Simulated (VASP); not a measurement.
# Ca (Cmcm) in VASP: electric field gradients with PBEsol

Aim: the electric field gradients of Ca with PBEsol.

Everything below comes from runs of VASP 6.6.1. Logs are shortened: lines on timing, memory, paths and dates and some standing lists are left out, and cuts for length are marked.

### 1 The structure

Symmetry: Cmcm, No. 63, orthorhombic system. Conventional cell: a = 3.943 Å, b = 6.791 Å, c = 6.509 Å, α = 90.00°, β = 90.00°, γ = 90.00°. Ca (site symmetry m2m) is surrounded by 12 Ca at 3.93 to 3.98 Å.

This isn't the form of Ca at room conditions, which is fcc.

### 2 Electric field gradients, PBEsol

The input, INCAR:

```
  PREC = Accurate
  ENCUT = 520
  EDIFF = 1E-8
  ISMEAR = -1
  SIGMA = 0.05
  LREAL = F
  LASPH = T
  NELM = 100
  ALGO = Fast
  ISIF = 2
  LWAVE = F
  LCHARG = F
  GGA = PS
  LEFG = T
  NBANDS = 17
```

The input, KPOINTS:

```
Automatic mesh
0
Gamma
  11 11 6
```

The input, POSCAR:

```
Ca
1.0
    1.9712759950     -3.3954901800      0.0000000000
    1.9712759950      3.3954901800      0.0000000000
    0.0000000000      0.0000000000      6.5091117400
Ca
2
Direct
    0.8355866000      0.1644134000      0.2500000000
    0.1644134000      0.8355866000      0.7500000000
```

Potentials or basis: VASP PAW PBE potentials, release 64 (Ca_sv).

On the command line:

```sh
$ cat potpaw_PBE.64/Ca_sv/POTCAR > POTCAR
$ mpirun -np 1 vasp_std > vasp.out
```

OUTCAR:

```text
PREC = Accurate
   ENCUT = 520
   EDIFF = 1E-8
   ISMEAR = -1
   LREAL = F
   LASPH = T
   NELM = 100
   ISIF = 2
   GGA = PS

 ion  position               nearest neighbor table
   1  0.836  0.164  0.250-
   2  0.164  0.836  0.750-

  LATTYP: Found a base centered orthorhombic cell.
 ALAT       =     3.9425519900
 B/A-ratio  =     1.7224834009
 C/A-ratio  =     1.6509894496

  Lattice vectors:

 A1 = (   1.9712759950,  -3.3954901800,   0.0000000000)
 A2 = (   1.9712759950,   3.3954901800,   0.0000000000)
 A3 = (   0.0000000000,   0.0000000000,   6.5091117400)

Analysis of symmetry for initial positions (statically):
=====================================================================
 Subroutine PRICEL returns:
 Original cell was already a primitive cell.

 Routine SETGRP: Setting up the symmetry group for a
 base centered orthorhombic supercell.

 Subroutine GETGRP returns: Found  8 space group operations
 (whereof  4 operations were pure point group operations)
 out of a pool of  8 trial point group operations.

The static configuration has the point symmetry C_2h.
 The point group associated with its full space group is D_2h.

Analysis of symmetry for dynamics (positions and initial velocities):
=====================================================================
 Subroutine PRICEL returns:
 Original cell was already a primitive cell.

 Routine SETGRP: Setting up the symmetry group for a
 base centered orthorhombic supercell.

 Subroutine GETGRP returns: Found  8 space group operations
 (whereof  4 operations were pure point group operations)
 out of a pool of  8 trial point group operations.

The dynamic configuration has the point symmetry C_2h.
 The point group associated with its full space group is D_2h.

 Subroutine INISYM returns: Found  8 space group operations
 (whereof  4 operations are pure point group operations),
 and found     1 'primitive' translations

----------------------------------------------------------------------------------------

                                     Primitive cell

  volume of cell :      87.1368

  direct lattice vectors                    reciprocal lattice vectors
     1.971275995 -3.395490180  0.000000000     0.253642819 -0.147254144  0.000000000
     1.971275995  3.395490180  0.000000000     0.253642819  0.147254144  0.000000000
     0.000000000  0.000000000  6.509111740     0.000000000  0.000000000  0.153630793

  length of vectors
     3.926230076  3.926230076  6.509111740     0.293289043  0.293289043  0.153630793

  position of ions in fractional coordinates (direct lattice)
     0.835586600  0.164413400  0.250000000
     0.164413400  0.835586600  0.750000000

  ion indices of the primitive-cell ions
   primitive index   ion index
                 1           1
                 2           2

----------------------------------------------------------------------------------------

 KPOINTS: Automatic mesh

Automatic generation of k-mesh.
 Grid dimensions read from file:
 generate k-points for:   11   11    6

 Generating k-lattice:

  Cartesian coordinates                     Fractional coordinates (reciprocal lattice)
     0.023058438 -0.013386740  0.000000000     0.090909091  0.000000000  0.000000000
     0.023058438  0.013386740  0.000000000     0.000000000  0.090909091  0.000000000
     0.000000000  0.000000000  0.025605132     0.000000000  0.000000000  0.166666667

  Length of vectors
     0.026662640  0.026662640  0.025605132

  Shift w.r.t. Gamma in fractional coordinates (k-lattice)
     0.000000000  0.000000000  0.000000000

 Subroutine IBZKPT returns following result:
 ===========================================

 Found    144 irreducible k-points:

 Following reciprocal coordinates:
            Coordinates               Weight
  0.000000  0.000000  0.000000      1.000000
  0.090909  0.000000  0.000000      4.000000
  0.181818  0.000000  0.000000      4.000000
  0.272727  0.000000  0.000000      4.000000
  0.363636  0.000000  0.000000      4.000000
  0.454545  0.000000  0.000000      4.000000
[... 16 lines left out ...]
 -0.272727  0.181818  0.000000      4.000000
 -0.181818  0.181818  0.000000      2.000000
 [... further k-points ...]
   k-points           NKPTS =    144   k-points in BZ     NKDIM =    144   number of bands    NBANDS=     17
   number of dos      NEDOS =    301   number of ions     NIONS =      2
   total plane-waves  NPLWV =  43200
   dimension x,y,z NGX =    30 NGY =   30 NGZ =   48
   dimension x,y,z NGXF=    60 NGYF=   60 NGZF=   96
   ions per type =               2
   NGX,Y,Z   is equivalent  to a cutoff of  12.70, 12.70, 12.26 a.u.
   NGXF,Y,Z  is equivalent  to a cutoff of  25.41, 25.41, 24.52 a.u.
 SYSTEM =  unknown system
   PREC   = accura    normal or accurate (medium, high low for compatibility)
   ISTART =      0    job   : 0-new  1-cont  2-samecut
   ICHARG =      2    charge: 1-file 2-atom 10-const
   ISPIN  =      1    spin polarized calculation?
   LNONCOLLINEAR =      F non collinear calculations
   LSORBIT =      F    spin-orbit coupling
   LASPH  =      T    aspherical Exc in radial PAW
   ENCUT  =  520.0 eV  38.22 Ry    6.18 a.u.   7.30  7.30 12.10*2*pi/ulx,y,z
   NELM   =    100;   NELMIN=  2; NELMDL= -5     # of ELM steps
   EDIFF  = 0.1E-07   stopping-criterion for ELM
   LREAL  =      F    real-space projection
   EDIFFG = 0.1E-06   stopping-criterion for IOM
   NSW    =      0    number of steps for IOM
   IBRION =     -1    ionic relax: 0-MD 1-quasi-New 2-CG
   NFREE  =      0    steps in history (QN), initial steepest desc. (CG)
   ISIF   =      2    stress and relaxation
   ISYM   =      2    0-nonsym 1-usesym 2-fastsym
   POTIM  = 0.5000    time-step for ionic-motion
   TEBEG  =    0.0;   TEEND  =   0.0 temperature during run
   PSTRESS=    0.0 pullay stress
   NELECT =      20.0000    total number of electrons
   NUPDOWN=      -1.0000    fix difference up-down
   EMIN   =  10.00;   EMAX   =-10.00  energy-range for DOS
   EFERMI =   0.00;   METHOD = LEGACY
   ISMEAR =    -1;   SIGMA  =   0.05  broadening in eV -4-tet -1-fermi 0-gaus
   EFERMI_NEDOS =   21; number of points for ismear=-14 and -15
   IALGO  =     68    algorithm
   IMIX   =      4    mixing-type and parameters
     AMIX     =   0.40;   BMIX     =  1.00
     AMIX_MAG =   1.60;   BMIX_MAG =  1.00
  volume/ion in A,a.u.               =      43.57       294.01
  Fermi-wavevector in a.u.,A,eV,Ry     =   1.002346  1.894159 13.669737  1.004697
  Thomas-Fermi vector in A             =   2.134827
   LORBIT       =      0    0 simple, 1 ext, 2 COOP (PROOUT), +10 PAW based schemes
   GGA     = PS    functional components
   LHFCALC =     F    Hartree Fock is set to
   AEXX    =    0.0000 exact exchange contribution
   IVDW    =     0    specifies the selected vdW correction
   LEPSILON=     F    determine dielectric tensor
   LRPA    =     F    only Hartree local field effects (RPA)
 non-spin polarized calculation
 RMM-DIIS sequential band-by-band and
  energy-cutoff  :      520.00
  volume of cell :       87.14
 maximum number of plane-waves:      2376
 NGX is ok and might be reduce to    30
   NGX = 15   NGY = 15   NGZ = 25

 number of electron      20.0000001 magnetization

 Free energy of the ion-electron system (eV)
  ---------------------------------------------------
  ext. energy  EPLUGINS =         0.00000000
  ---------------------------------------------------
  free energy    TOTEN  =        -4.25408478 eV

  energy without entropy =       -4.23742190  energy(sigma->0) =       -4.24575334

 E-fermi :   1.8232     XC(G=0):  -7.7093

 val. band max:        1.8172932281   @ k =  -0.4545   0.3636   0.0000
 cond. band min:       1.8604330211   @ k =   0.3636   0.0000   0.0000
 fundamental gap:      0.0431397930
 Fermi energy:         1.8231837045

 k-point     1 :       0.0000    0.0000    0.0000
  band No.  band energies     occupation
      1     -40.1418      2.00000
      2     -40.1305      2.00000
      3     -21.2528      2.00000
      4     -21.1569      2.00000
      5     -21.1552      2.00000
      6     -21.1399      2.00000
[... 9 lines left out ...]
     16       4.3649      0.00000
     17       4.7621      0.00000

 k-point     2 :       0.0909    0.0000    0.0000
  band No.  band energies     occupation
      1     -40.1409      2.00000
      2     -40.1301      2.00000
      3     -21.2496      2.00000
      4     -21.1636      2.00000
      5     -21.1587      2.00000
      6     -21.1480      2.00000
[... 9 lines left out ...]
     16       4.4412      0.00000
     17       4.6329      0.00000

 k-point     3 :       0.1818    0.0000    0.0000
  band No.  band energies     occupation
      1     -40.1385      2.00000
      2     -40.1289      2.00000
      3     -21.2405      2.00000
      4     -21.1847      2.00000
      5     -21.1694      2.00000
      6     -21.1651      2.00000
[... 9 lines left out ...]
     16       4.4131      0.00000
     17       4.6516      0.00000

 k-point     4 :       0.2727    0.0000    0.0000
  band No.  band energies     occupation
      1     -40.1353      2.00000
      2     -40.1274      2.00000
      3     -21.2274      2.00000
      4     -21.2125      2.00000
      5     -21.1968      2.00000
      6     -21.1732      2.00000
[... 9 lines left out ...]
     16       4.6929      0.00000
     17       4.8346      0.00000

 k-point     5 :       0.3636    0.0000    0.0000
  band No.  band energies     occupation
      1     -40.1322      2.00000
      2     -40.1263      2.00000
      3     -21.2384      2.00000
      4     -21.2215      2.00000
      5     -21.2129      2.00000
      6     -21.1804      2.00000
[... 9 lines left out ...]
     16       5.0775      0.00000
     17       5.3527      0.00000

 k-point     6 :       0.4545    0.0000    0.0000
  band No.  band energies     occupation
      1     -40.1300      2.00000
      2     -40.1258      2.00000
      3     -21.2538      2.00000
      4     -21.2359      2.00000
      5     -21.2019      2.00000
      6     -21.1846      2.00000
[... 9 lines left out ...]
     16       5.5668      0.00000
     17       5.7727      0.00000
[... 281 lines left out ...]
 k-point    21 :      -0.4545    0.1818    0.0000
  band No.  band energies     occupation
      1     -40.1307      2.00000
      2     -40.1260      2.00000
      3     -21.2342      2.00000
      4     -21.2256      2.00000
      5     -21.2055      2.00000
      6     -21.1895      2.00000
[... 9 lines left out ...]
     16       4.9499      0.00000
     17       5.3745      0.00000

 k-point    22 :      -0.3636    0.1818    0.0000
  band No.  band energies     occupation
      1     -40.1335      2.00000
      2     -40.1268      2.00000
      3     -21.2192      2.00000
      4     -21.2157      2.00000
      5     -21.2139      2.00000
      6     -21.1770      2.00000
[... 9 lines left out ...]
     16       4.6903      0.00000
     17       5.0634      0.00000

 k-point    23 :      -0.2727    0.1818    0.0000
  band No.  band energies     occupation
      1     -40.1363      2.00000
      2     -40.1279      2.00000
      3     -21.2315      2.00000
      4     -21.2010      2.00000
      5     -21.1902      2.00000
      6     -21.1682      2.00000
[... 9 lines left out ...]
     16       4.5085      0.00000
     17       4.6736      0.00000

 k-point    24 :      -0.1818    0.1818    0.0000
  band No.  band energies     occupation
      1     -40.1384      2.00000
      2     -40.1288      2.00000
      3     -21.2400      2.00000
      4     -21.1862      2.00000
      5     -21.1701      2.00000
      6     -21.1644      2.00000
[... 9 lines left out ...]
     16       4.4098      0.00000
     17       4.4745      0.00000

 [... further k-points ...]
[... 5 lines left out ...]
  --------------------------------------------------------------------------------------
  -------------------------------------------------------------------------------------
  Total       -0.6196374     -0.4925420     -0.6383055      0.0000000      0.0000000      0.0000000
  in kB      -11.3932218     -9.0563300    -11.7364717      0.0000000      0.0000000      0.0000000
  external PRESSURE =     -10.7286745 kB  Pullay stress =       0.0000000 kB

 VOLUME and BASIS-vectors are now :
 -----------------------------------------------------------------------------
  energy-cutoff  :      520.00
  volume of cell :       87.14
      direct lattice vectors                 reciprocal lattice vectors
     1.971275995 -3.395490180  0.000000000     0.253642819 -0.147254144  0.000000000
     1.971275995  3.395490180  0.000000000     0.253642819  0.147254144  0.000000000
     0.000000000  0.000000000  6.509111740     0.000000000  0.000000000  0.153630793

 POSITION                                       TOTAL-FORCE (eV/Angst)
 -----------------------------------------------------------------------------------
      1.97128     -2.27896      1.62728         0.000000      0.015607     -0.000000
      1.97128      2.27896      4.88183         0.000000     -0.015607      0.000000
 -----------------------------------------------------------------------------------
    total drift:                                0.000000     -0.000000      0.000000

  FREE ENERGIE OF THE ION-ELECTRON SYSTEM (eV)
  ---------------------------------------------------
  free  energy   TOTEN  =        -4.2540847789 eV

  energy  without entropy=       -4.2374218970  energy(sigma->0) =       -4.24575334

 Electric field gradients (V/A^2)
---------------------------------------------------------------------
 ion       V_xx      V_yy      V_zz      V_xy      V_xz      V_yz
---------------------------------------------------------------------
   1       1.912     2.726    -4.638     0.000     0.000    -0.000
   2       1.912     2.726    -4.638     0.000    -0.000     0.000
---------------------------------------------------------------------

 Electric field gradients after diagonalization (V/A^2)
 (convention: |V_zz| > |V_xx| > |V_yy|)
----------------------------------------------------------------------
 ion       V_xx      V_yy      V_zz     asymmetry (V_yy - V_xx)/ V_zz
----------------------------------------------------------------------
   1       2.726     1.912    -4.638       0.176
   2       2.726     1.912    -4.638       0.176
----------------------------------------------------------------------

           NMR quadrupolar parameters

 Cq : quadrupolar parameter    Cq=e*Q*V_zz/h
 eta: asymmetry parameters     (V_yy - V_xx)/ V_zz
 Q  : nuclear electric quadrupole moment in mb (millibarn)
----------------------------------------------------------------------
 ion       Cq(MHz)       eta       Q (mb)
----------------------------------------------------------------------
   1      -0.011       0.176       1.000
   2      -0.011       0.176       1.000
----------------------------------------------------------------------
```

Wall time 3.2 min (1 thread of Intel Xeon 6975P-C (Granite Rapids), shared host); peak memory 0.32 GiB.

Results:

| Quantity | Value |
| --- | --- |
| Free energy | -4.2541 eV |
| Pressure | -1.1 GPa |
| Largest force | 0.016 eV/Å |
| Band gap on the k mesh | none (metal or under the smearing width) |

Forces on the atoms (eV/Å):
```
Ca   0.000  0.016  0.000
Ca   0.000 -0.016  0.000
```

Electric field gradients, principal values (V/Å²):
| atom | Vxx | Vyy | Vzz |
| --- | --- | --- | --- |
| 1 Ca | 1.912 | 2.726 | -4.638 |
| 2 Ca | 1.912 | 2.726 | -4.638 |

Caveat: the PAW data sets were made with another functional, which shifts forces and pressure a little.
